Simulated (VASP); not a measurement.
Set up this calculation in VASP 6.6.1, as the native input.

| Quantity | Value |
| --- | --- |
| Task | single point |
| Functional | PBEsol-based screened hybrid |
| Potentials or basis | VASP PAW PBE potentials, release 64 (Cu, N) |
| Cutoff | 520 eV |
| k mesh | 4 × 4 × 4 |
| Occupations | fermi-dirac, width 0.05 eV |
| Spin | no spin polarisation |
| Dipole correction | no |
| Exchange at q = 0 | truncated |
| Grid for exact exchange (PRECFOCK) | Normal |
| Share of exact exchange | 0.25 |
| Screening parameter | 0.207 |
| Further INCAR settings | ALGO = Normal; EDIFF = 1e-06; NBANDS = 27 |

The system is Cu3N.

```xyz
4
Lattice="3.8070 0.0000 0.0000 0.0000 3.8070 0.0000 0.0000 0.0000 3.8070" Properties=species:S:1:pos:R:3 pbc="T T T"
Cu    0.0000    0.0000    1.9035
Cu    0.0000    1.9035    0.0000
Cu    1.9035    0.0000    0.0000
N     0.0000    0.0000    0.0000
```

One way to write it, as run:

POSCAR

```
Cu3N
1.0
    3.8070000000      0.0000000000      0.0000000000
    0.0000000000      3.8070000000      0.0000000000
    0.0000000000      0.0000000000      3.8070000000
Cu N
3 1
Direct
    0.0000000000      0.0000000000      0.5000000000
    0.0000000000      0.5000000000      0.0000000000
    0.5000000000      0.0000000000      0.0000000000
    0.0000000000      0.0000000000      0.0000000000
```

INCAR.step1

```
SYSTEM = Cu3N
ALGO     = Normal         ! electronic algorithm
EDIFF    = 1E-5           ! SCF threshold, eV
ENCUT    = 520            ! plane-wave cutoff, eV
GGA      = PE             ! functional
ISIF     = 2              ! what is computed and relaxed
ISMEAR   = -1             ! smearing method
LASPH    = .TRUE.         ! aspherical terms in the spheres
LREAL    = .FALSE.        ! projectors in reciprocal space
LWAVE    = .TRUE.         ! write WAVECAR
NBANDS   = 27             ! bands
NELM     = 100            ! most SCF steps
PREC     = Accurate       ! precision mode
SIGMA    = 0.05           ! smearing width, eV
```

INCAR.step2

```
SYSTEM = Cu3N
AEXX     = 0.25           ! exact-exchange fraction
ALGO     = Normal         ! electronic algorithm
EDIFF    = 1E-6           ! SCF threshold, eV
ENCUT    = 520            ! plane-wave cutoff, eV
GGA      = PS             ! functional
HFSCREEN = 0.207          ! screening, 1/A
ISIF     = 2              ! what is computed and relaxed
ISMEAR   = -1             ! smearing method
ISTART   = 1            
LASPH    = .TRUE.         ! aspherical terms in the spheres
LCHARG   = .TRUE.         ! write CHGCAR
LELF     = .TRUE.         ! ELF
LHFCALC  = .TRUE.         ! exact exchange
LREAL    = .FALSE.        ! projectors in reciprocal space
LVHAR    = .TRUE.       
LWAVE    = .FALSE.        ! write WAVECAR
NBANDS   = 27             ! bands
NELM     = 100            ! most SCF steps
PREC     = Accurate       ! precision mode
PRECFOCK = Normal       
SIGMA    = 0.05           ! smearing width, eV
```

KPOINTS

```
k-points
0
G
  4 4 4
  0 0 0
```

Potentials or basis: VASP PAW PBE potentials, release 64 (Cu, N).

Run with:

```console
$ cat potpaw_PBE.64/Cu/POTCAR potpaw_PBE.64/N/POTCAR > POTCAR
$ cp INCAR.step1 INCAR
$ mpirun -np 1 vasp_std > vasp.out
$ cp INCAR.step2 INCAR
$ mpirun -np 1 vasp_std > vasp.out
```

Results of the run:

The pressure is -2.3 GPa and the band gap on the k mesh is 0.93 eV, indirect (least direct gap 1.64 eV).

Caveat: the PAW data sets were made with another functional, which shifts forces and pressure a little.

Wall time 37 min on 1 thread of Intel(R) Xeon(R) Platinum 8488C (Sapphire Rapids) (shared host), peak memory 0.27 GiB.
